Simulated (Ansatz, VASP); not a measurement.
# Two plane-wave programs on F

File INCAR:

```
PREC = Accurate ; ENCUT = 520
EDIFF = 1E-6 ; ISMEAR = -1
SIGMA = 0.05 ; LREAL = False
LASPH = True ; NELM = 60
ALGO = Normal ; ISIF = 2
LWAVE = False ; LCHARG = False
GGA = PE ; NBANDS = 10
```

File KPOINTS:

```
regular mesh
0
Gamma
  17 17 17
```

POSCAR

```
F
1.0
    1.9453345468      0.0000000000      0.0000000000
    0.0000000000      1.9453345468      0.0000000000
    0.0000000000      0.0000000000      1.9453345468
F
1
Direct
    0.0000000000      0.0000000000      0.0000000000
```

Input for Ansatz:

```yaml
crystal:
  lattice:
    - [1.9453345468, 0.0, 0.0]
    - [0.0, 1.9453345468, 0.0]
    - [0.0, 0.0, 1.9453345468]
  atoms:
    - { symbol: F, position: [0.0, 0.0, 0.0] }
kpoints:
  mp_grid: { grid: [17, 17, 17] }
scf:
  occupations: { method: fermi_dirac, width: 0.05 }
hamiltonian:
  xc: pbe
  pseudopotentials: { kind: paw }
output:
  forces: true
  stress: true
  eigenvalues: true
  populations: true
  write_density: true
  write_potential: true
  elf: true
  volumetric_format: npy
```

Change from the starting cell: volume scaled by 0.7, PAW files.

Alike in both runs: task single point; functional PBE; k mesh 17 × 17 × 17; occupations fermi-dirac, width 0.05 eV; no spin polarisation.

```csv
,VASP,Ansatz
version,VASP 6.6.1,Ansatz 0.2.0
potentials or method,"VASP PAW PBE potentials, release 64 (F)","PAW with Ansatz's default frozen-core files, scalar-relativistic"
plane-wave cutoff (eV),520,420
valence electrons in the cell,7,7
```

Ansatz gave:

| Item | Value |
| --- | --- |
| pressure (GPa) | 56.4 |

Question: Estimate VASP's values.

Answer: Pressure (GPa): 55.6.

The functional is the same, so the differences come from potentials, cutoffs and numerics.

Caveats: so large a pressure means that the cell lies far from this level's equilibrium, or that cutoff or potentials fall short (VASP); an odd number of electrons without spin polarisation forces a metal; a magnetic or distorted state may lie lower.
